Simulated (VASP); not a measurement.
# CuO (Tenorite) (Cc) in VASP: notebook

One crystal, CuO (Tenorite), is run at these levels: PBE; tasks: core levels, phonons.

All numbers are computed with VASP 6.6.1; they aren't measurements. Logs are shortened: lines on timing, memory, paths and dates and some standing lists are left out, and cuts for length are marked.

## 1. The structure

The structure is monoclinic, space group Cc (No. 9). Conventional cell: a = 4.689 Å, b = 3.427 Å, c = 5.132 Å, α = 90.00°, β = 99.65°, γ = 90.00°. Cu (site symmetry 1) is surrounded by 4 O at 1.91 to 2.02 Å. O (site symmetry 1) has 4 Cu at 1.91 to 2.02 Å as nearest neighbours.

## 2. Core levels, PBE

INCAR

```
PREC = Accurate ; ENCUT = 520
EDIFF = 1E-7 ; ISMEAR = 0
SIGMA = 0.02 ; LREAL = F
LASPH = T ; NELM = 100
ALGO = Normal ; ISIF = 2
LWAVE = F ; LCHARG = F
GGA = PE ; ICORELEVEL = 1
```

KPOINTS

```
Automatic mesh
0
Gamma
  10 10 5
```

POSCAR

```
CuO
1.0
    2.3446500000     -1.7134000000      0.0000000000
    2.3446500000      1.7134000000      0.0000000000
   -0.8605543552      0.0000000000      5.0594363927
Cu O
2 2
Direct
    0.4968000000      0.0032000000      0.5000000000
    0.0032000000      0.4968000000      0.0000000000
    0.4056000000      0.5714000000      0.7537000000
    0.5714000000      0.4056000000      0.2537000000
```

Potentials or basis: VASP PAW PBE potentials, release 64 (Cu, O).

Started as:

```console
$ cat potpaw_PBE.64/Cu/POTCAR potpaw_PBE.64/O/POTCAR > POTCAR
$ mpirun -np 1 vasp_std > vasp.out
```

OUTCAR:

```text
PREC = Accurate
   ENCUT = 520
   EDIFF = 1E-7
   ISMEAR = 0
   LREAL = F
   LASPH = T
   NELM = 100
   ISIF = 2
   GGA = PE

 ion  position               nearest neighbor table
   1  0.497  0.003  0.500-   4 1.91   3 1.93   4 1.98   3 2.02
   2  0.003  0.497  0.000-   3 1.91   4 1.93   3 1.98   4 2.02
   3  0.406  0.571  0.754-   2 1.91   1 1.93   2 1.98   1 2.02
   4  0.571  0.406  0.254-   1 1.91   2 1.93   1 1.98   2 2.02

  LATTYP: Found a base centered monoclinic cell.
 ALAT       =     4.6893000000
 B/A-ratio  =     0.7307700510
 C/A-ratio  =     1.0944277397
 COS(beta)  =    -0.1676807457

  Lattice vectors:

 A1 = (   2.3446500000,  -1.7134000000,   0.0000000000)
 A2 = (   2.3446500000,   1.7134000000,   0.0000000000)
 A3 = (  -0.8605543552,   0.0000000000,   5.0594363927)

Analysis of symmetry for initial positions (statically):
=====================================================================
 Subroutine PRICEL returns:
 Original cell was already a primitive cell.

 Routine SETGRP: Setting up the symmetry group for a
 base centered monoclinic supercell.

 Subroutine GETGRP returns: Found  2 space group operations
 (whereof  1 operations were pure point group operations)
 out of a pool of  4 trial point group operations.

The static configuration has the point symmetry C_1 .
 The point group associated with its full space group is C_1h.

Analysis of symmetry for dynamics (positions and initial velocities):
=====================================================================
 Subroutine PRICEL returns:
 Original cell was already a primitive cell.

 Routine SETGRP: Setting up the symmetry group for a
 base centered monoclinic supercell.

 Subroutine GETGRP returns: Found  2 space group operations
 (whereof  1 operations were pure point group operations)
 out of a pool of  4 trial point group operations.

The dynamic configuration has the point symmetry C_1 .
 The point group associated with its full space group is C_1h.

 Subroutine INISYM returns: Found  2 space group operations
 (whereof  1 operations are pure point group operations),
 and found     1 'primitive' translations

----------------------------------------------------------------------------------------

                                     Primitive cell

  volume of cell :      40.6508

  direct lattice vectors                    reciprocal lattice vectors
     2.344650000 -1.713400000  0.000000000     0.213251445 -0.291817439  0.036271720
     2.344650000  1.713400000  0.000000000     0.213251445  0.291817439  0.036271720
    -0.860554355  0.000000000  5.059436393     0.000000000  0.000000000  0.197650474

  length of vectors
     2.903984019  2.903984019  5.132100000     0.363248171  0.363248171  0.197650474

  position of ions in fractional coordinates (direct lattice)
     0.496800000  0.003200000  0.500000000
     0.003200000  0.496800000  0.000000000
     0.405600000  0.571400000  0.753700000
     0.571400000  0.405600000  0.253700000

  ion indices of the primitive-cell ions
   primitive index   ion index
                 1           1
                 2           2
                 3           3
                 4           4

----------------------------------------------------------------------------------------

 KPOINTS: Automatic mesh

Automatic generation of k-mesh.
 Grid dimensions read from file:
 generate k-points for:   10   10    5

 Generating k-lattice:

  Cartesian coordinates                     Fractional coordinates (reciprocal lattice)
     0.021325144 -0.029181744  0.003627172     0.100000000  0.000000000 -0.000000000
     0.021325144  0.029181744  0.003627172     0.000000000  0.100000000 -0.000000000
     0.000000000  0.000000000  0.039530095     0.000000000  0.000000000  0.200000000

  Length of vectors
     0.036324817  0.036324817  0.039530095

  Shift w.r.t. Gamma in fractional coordinates (k-lattice)
     0.000000000  0.000000000  0.000000000

 Subroutine IBZKPT returns following result:
 ===========================================

 Found    141 irreducible k-points:

 Following reciprocal coordinates:
            Coordinates               Weight
  0.000000  0.000000  0.000000      1.000000
  0.100000  0.000000  0.000000      4.000000
  0.200000  0.000000  0.000000      4.000000
  0.300000  0.000000  0.000000      4.000000
  0.400000 -0.000000  0.000000      4.000000
  0.500000 -0.000000 -0.000000      2.000000
[... 16 lines left out ...]
  0.300000  0.300000  0.000000      2.000000
  0.400000  0.300000 -0.000000      4.000000
 [... further k-points ...]
   k-points           NKPTS =    141   k-points in BZ     NKDIM =    141   number of bands    NBANDS=     21
   number of dos      NEDOS =    301   number of ions     NIONS =      4
   total plane-waves  NPLWV =  23040
   dimension x,y,z NGX =    24 NGY =   24 NGZ =   40
   dimension x,y,z NGXF=    48 NGYF=   48 NGZF=   80
   ions per type =               2   2
   NGX,Y,Z   is equivalent  to a cutoff of  13.74, 13.74, 12.96 a.u.
   NGXF,Y,Z  is equivalent  to a cutoff of  27.48, 27.48, 25.91 a.u.
 SYSTEM =  unknown system
   PREC   = accura    normal or accurate (medium, high low for compatibility)
   ISTART =      0    job   : 0-new  1-cont  2-samecut
   ICHARG =      2    charge: 1-file 2-atom 10-const
   ISPIN  =      1    spin polarized calculation?
   LNONCOLLINEAR =      F non collinear calculations
   LSORBIT =      F    spin-orbit coupling
   LASPH  =      T    aspherical Exc in radial PAW
   ENCUT  =  520.0 eV  38.22 Ry    6.18 a.u.   5.40  5.40  9.54*2*pi/ulx,y,z
   NELM   =    100;   NELMIN=  2; NELMDL= -5     # of ELM steps
   EDIFF  = 0.1E-06   stopping-criterion for ELM
   LREAL  =      F    real-space projection
   EDIFFG = 0.1E-05   stopping-criterion for IOM
   NSW    =      0    number of steps for IOM
   IBRION =     -1    ionic relax: 0-MD 1-quasi-New 2-CG
   NFREE  =      0    steps in history (QN), initial steepest desc. (CG)
   ISIF   =      2    stress and relaxation
   ISYM   =      2    0-nonsym 1-usesym 2-fastsym
   POTIM  = 0.5000    time-step for ionic-motion
   TEBEG  =    0.0;   TEEND  =   0.0 temperature during run
   PSTRESS=    0.0 pullay stress
   NELECT =      34.0000    total number of electrons
   NUPDOWN=      -1.0000    fix difference up-down
   EMIN   =  10.00;   EMAX   =-10.00  energy-range for DOS
   EFERMI =   0.00;   METHOD = LEGACY
   ISMEAR =     0;   SIGMA  =   0.02  broadening in eV -4-tet -1-fermi 0-gaus
   EFERMI_NEDOS =   21; number of points for ismear=-14 and -15
   IALGO  =     38    algorithm
   IMIX   =      4    mixing-type and parameters
     AMIX     =   0.40;   BMIX     =  1.00
     AMIX_MAG =   1.60;   BMIX_MAG =  1.00
  volume/ion in A,a.u.               =      10.16        68.58
  Fermi-wavevector in a.u.,A,eV,Ry     =   1.542451  2.914811 32.370388  2.379156
  Thomas-Fermi vector in A             =   2.648254
   LORBIT       =      0    0 simple, 1 ext, 2 COOP (PROOUT), +10 PAW based schemes
   GGA     = PE    functional components
   LHFCALC =     F    Hartree Fock is set to
   AEXX    =    0.0000 exact exchange contribution
   IVDW    =     0    specifies the selected vdW correction
   LEPSILON=     F    determine dielectric tensor
   LRPA    =     F    only Hartree local field effects (RPA)
 non-spin polarized calculation
 Gauss-broadening in eV      SIGMA  =   0.02
  energy-cutoff  :      520.00
  volume of cell :       40.65
 maximum number of plane-waves:      1129
 NGX is ok and might be reduce to    24
   NGX = 11   NGY = 11   NGZ = 19

 number of electron      33.9999999 magnetization

 Free energy of the ion-electron system (eV)
  ---------------------------------------------------
  ext. energy  EPLUGINS =         0.00000000
  ---------------------------------------------------
  free energy    TOTEN  =       -19.47876184 eV

  energy without entropy =      -19.47832223  energy(sigma->0) =      -19.47854204

 the core state eigenenergies are
   1-  1s  -8842.8435  2s  -1055.1391  2p   -909.5965  3s   -106.9620  3p    -64.3319

   2-  1s  -8842.8435  2s  -1055.1391  2p   -909.5965  3s   -106.9620  3p    -64.3319

   3-  1s   -500.9622
   4-  1s   -500.9622

 E-fermi :   5.6663     XC(G=0): -11.8989

 val. band max:        5.6579993389   @ k =  -0.2000   0.3000   0.4000
 cond. band min:       5.6778449260   @ k =  -0.4000   0.2000   0.4000
 fundamental gap:      0.0198455871
 Fermi energy:         5.6662839989

 k-point     1 :       0.0000    0.0000    0.0000
  band No.  band energies     occupation
      1     -14.2270      2.00000
      2     -12.9135      2.00000
      3      -2.4365      2.00000
      4       0.1481      2.00000
      5       0.5072      2.00000
      6       2.2979      2.00000
[... 13 lines left out ...]
     20      11.7328      0.00000
     21      13.8338      0.00000

 k-point     2 :       0.1000    0.0000    0.0000
  band No.  band energies     occupation
      1     -14.1600      2.00000
      2     -12.8919      2.00000
      3      -2.3269      2.00000
      4       0.1303      2.00000
      5       0.4811      2.00000
      6       1.5725      2.00000
[... 13 lines left out ...]
     20      12.1724      0.00000
     21      13.6017      0.00000

 k-point     3 :       0.2000    0.0000    0.0000
  band No.  band energies     occupation
      1     -13.9782      2.00000
      2     -12.8352      2.00000
      3      -2.0335      2.00000
      4       0.0637      2.00000
      5       0.3551      2.00000
      6       0.5847      2.00000
[... 13 lines left out ...]
     20      12.9169      0.00000
     21      13.2473      0.00000

 k-point     4 :       0.3000    0.0000    0.0000
  band No.  band energies     occupation
      1     -13.7388      2.00000
      2     -12.7640      2.00000
      3      -1.6636      2.00000
      4      -0.5586      2.00000
      5      -0.0101      2.00000
      6       0.4824      2.00000
[... 13 lines left out ...]
     20      11.9895      0.00000
     21      14.5117      0.00000

 k-point     5 :       0.4000   -0.0000    0.0000
  band No.  band energies     occupation
      1     -13.5306      2.00000
      2     -12.7062      2.00000
      3      -1.3989      2.00000
      4      -1.2309      2.00000
      5      -0.0409      2.00000
      6       0.4857      2.00000
[... 13 lines left out ...]
     20      11.3945      0.00000
     21      13.5580      0.00000

 k-point     6 :       0.5000   -0.0000   -0.0000
  band No.  band energies     occupation
      1     -13.4470      2.00000
      2     -12.6843      2.00000
      3      -1.5410      2.00000
      4      -1.2354      2.00000
      5      -0.0359      2.00000
      6       0.4843      2.00000
[... 13 lines left out ...]
     20      11.9995      0.00000
     21      12.6297      0.00000

 k-point     7 :       0.1000    0.1000    0.0000
  band No.  band energies     occupation
      1     -14.1202      2.00000
      2     -12.8848      2.00000
      3      -2.2562      2.00000
      4       0.1592      2.00000
      5       0.4808      2.00000
      6       1.6955      2.00000
[... 13 lines left out ...]
     20      12.3273      0.00000
     21      13.5473      0.00000

 k-point     8 :       0.2000    0.1000   -0.0000
  band No.  band energies     occupation
      1     -13.9613      2.00000
      2     -12.8398      2.00000
      3      -1.9928      2.00000
      4       0.1456      2.00000
      5       0.3969      2.00000
      6       0.7528      2.00000
[... 13 lines left out ...]
     20      12.9597      0.00000
     21      13.2731      0.00000

 k-point     9 :       0.3000    0.1000    0.0000
  band No.  band energies     occupation
      1     -13.7323      2.00000
      2     -12.7733      2.00000
      3      -1.6315      2.00000
      4      -0.3963      2.00000
      5       0.1104      2.00000
      6       0.4943      2.00000
[... 13 lines left out ...]
     20      12.2387      0.00000
     21      14.3637      0.00000

 k-point    10 :       0.4000    0.1000   -0.0000
  band No.  band energies     occupation
      1     -13.5156      2.00000
      2     -12.7107      2.00000
      3      -1.3424      2.00000
      4      -1.1131      2.00000
      5       0.0873      2.00000
      6       0.4493      2.00000
[... 13 lines left out ...]
     20      11.5528      0.00000
     21      13.6757      0.00000

 k-point    11 :       0.5000    0.1000    0.0000
  band No.  band energies     occupation
      1     -13.4047      2.00000
      2     -12.6765      2.00000
      3      -1.4807      2.00000
      4      -1.1540      2.00000
      5       0.0407      2.00000
      6       0.4076      2.00000
[... 13 lines left out ...]
     20      12.3160      0.00000
     21      12.5468      0.00000

 k-point    12 :      -0.4000    0.1000    0.0000
  band No.  band energies     occupation
      1     -13.4550      2.00000
      2     -12.6834      2.00000
      3      -1.3286      2.00000
      4      -1.2044      2.00000
      5      -0.0461      2.00000
      6       0.3902      2.00000
[... 11 lines left out ...]
     18       6.1864      0.00000
     19      10.8446      0.00000

------------------------ aborting loop because EDIFF is reached ----------------------------------------

  FORCE on cell =-STRESS in cart. coord.  units (eV):
  Direction    XX          YY          ZZ          XY          YZ          ZX
  --------------------------------------------------------------------------------------
  -------------------------------------------------------------------------------------
  Total        1.6046545      1.7438182      1.4610869      0.0000000      0.0000000     -0.5026860
  in kB       63.2445628     68.7294490     57.5861045      0.0000000      0.0000000    -19.8124605
  external PRESSURE =      63.1867055 kB  Pullay stress =       0.0000000 kB

 VOLUME and BASIS-vectors are now :
 -----------------------------------------------------------------------------
  energy-cutoff  :      520.00
  volume of cell :       40.65
      direct lattice vectors                 reciprocal lattice vectors
     2.344650000 -1.713400000  0.000000000     0.213251445 -0.291817439  0.036271720
     2.344650000  1.713400000  0.000000000     0.213251445  0.291817439  0.036271720
    -0.860554355  0.000000000  5.059436393     0.000000000  0.000000000  0.197650474

 POSITION                                       TOTAL-FORCE (eV/Angst)
 -----------------------------------------------------------------------------------
      0.74205     -0.84573      2.52972        -0.649227     -0.366949      0.254493
      1.17233      0.84573      0.00000        -0.649227      0.366949      0.254493
      1.64212      0.28408      3.81330         0.649227     -0.257289     -0.254493
      2.07240     -0.28408      1.28358         0.649227      0.257289     -0.254493
 -----------------------------------------------------------------------------------
    total drift:                               -0.000183      0.000000     -0.000501

  FREE ENERGIE OF THE ION-ELECTRON SYSTEM (eV)
  ---------------------------------------------------
  free  energy   TOTEN  =       -19.4787618444 eV

  energy  without entropy=      -19.4783222332  energy(sigma->0) =      -19.47854204
```

Wall time 45 s (1 thread of Intel Xeon 6975P-C (Granite Rapids), shared host); peak memory 0.23 GiB.

What came out:

| Property | Result |
| --- | --- |
| Free energy | -19.4788 eV |
| Pressure | 6.3 GPa |
| Largest force | 0.788 eV/Å |
| Band gap on the k mesh | none (metal or under the smearing width) |

Forces on the atoms (eV/Å):
```
Cu  -0.649 -0.367  0.254
Cu  -0.649  0.367  0.254
O    0.649 -0.257 -0.254
O    0.649  0.257 -0.254
```

Core levels (eV, on the scale of the bands):
| atom | levels |
| --- | --- |
| 1 Cu | 1s -8842.8, 2s -1055.1, 2p -909.6, 3s -107.0, 3p -64.3 |
| 2 Cu | 1s -8842.8, 2s -1055.1, 2p -909.6, 3s -107.0, 3p -64.3 |
| 3 O | 1s -501.0 |
| 4 O | 1s -501.0 |

Caveat: the run has no spin polarisation, though such a crystal can be magnetic; semilocal functionals often make such compounds metallic where correlation or magnetic order opens a gap, which also shifts bond lengths. With open d or f shells a metallic result of PBE can be an artefact of self-interaction; +U or a hybrid may open a gap.

[end of part 1 of 2]
